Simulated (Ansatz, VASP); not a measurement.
## TiCo: VASP beside Ansatz

INCAR

```
PREC = Accurate ; ENCUT = 520
EDIFF = 1E-6 ; ISMEAR = 0
SIGMA = 0.1 ; LREAL = False
LASPH = True ; NELM = 150
ALGO = Normal ; ISIF = 2
LWAVE = False ; LCHARG = True
ISPIN = 2 ; MAGMOM = 0 0.75
LORBIT = 11 ; LMAXMIX = 4
GGA = PS ; LELF = True
LVHAR = True ; NBANDS = 22
```

KPOINTS

```
regular mesh
0
Gamma
  12 12 12
```

Contents of POSCAR:

```
TiCo
1.0
    2.9385073288      0.0000000000      0.0000000000
    0.0000000000      2.9385073288      0.0000000000
    0.0000000000      0.0000000000      2.9385073288
Ti Co
1 1
Direct
    0.0000000000      0.0000000000      0.0000000000
    0.5000000000      0.5000000000      0.5000000000
```

Input for Ansatz:

```yaml
crystal:
  lattice:
    - [2.9385073288, 0.0, 0.0]
    - [0.0, 2.9385073288, 0.0]
    - [0.0, 0.0, 2.9385073288]
  atoms:
    - { symbol: Ti, position: [0.0, 0.0, 0.0] }
    - { symbol: Co, position: [0.5, 0.5, 0.5], spin: 0.75 }
basis:
  ecutwfc: 420
kpoints:
  mp_grid: { grid: [12, 12, 12] }
hamiltonian:
  xc: pbesol
scf:
  occupations: { method: gaussian, width: 0.1 }
output:
  forces: true
  stress: true
  eigenvalues: true
  populations: true
magnetization:
  spin_polarized: true
```

Alike in both runs: task single point; functional PBEsol; k mesh 12 × 12 × 12; occupations gaussian, width 0.1 eV; collinear spin.

|  | VASP | Ansatz |
| --- | --- | --- |
| version | VASP 6.6.1 | Ansatz 0.2.0 |
| potentials or method | VASP PAW PBE potentials, release 64 (Ti_sv, Co) | scalar-relativistic, plane waves, PAW |
| plane-wave cutoff (eV) | 520 | 420 |
| valence electrons in the cell | 21 | 29 |

Ansatz gave:

- gap on the k mesh at the Fermi level (eV): none
- pressure (GPa): 0.3
- net moment per atom (μB): 0.35
- size of the moment on the site where the two differ most (μB): 0.74

**Question.** Estimate VASP's values.

**Answer.** gap on the k mesh at the Fermi level (eV): none; pressure (GPa): -0.6; net moment per atom (μB): 0.34; size of the moment on the site where the two differ most (μB): 0.70.

Site moments also hang on the region over which each program counts them. A gap of «none» marks a metal or a gap that the smearing closes. The functional is the same, so the differences come from potentials, cutoffs and numerics. The two sets of potentials don't hold the same shells in valence.

Caveats: the PAW data sets were made with another functional, which shifts forces and pressure a little (VASP).
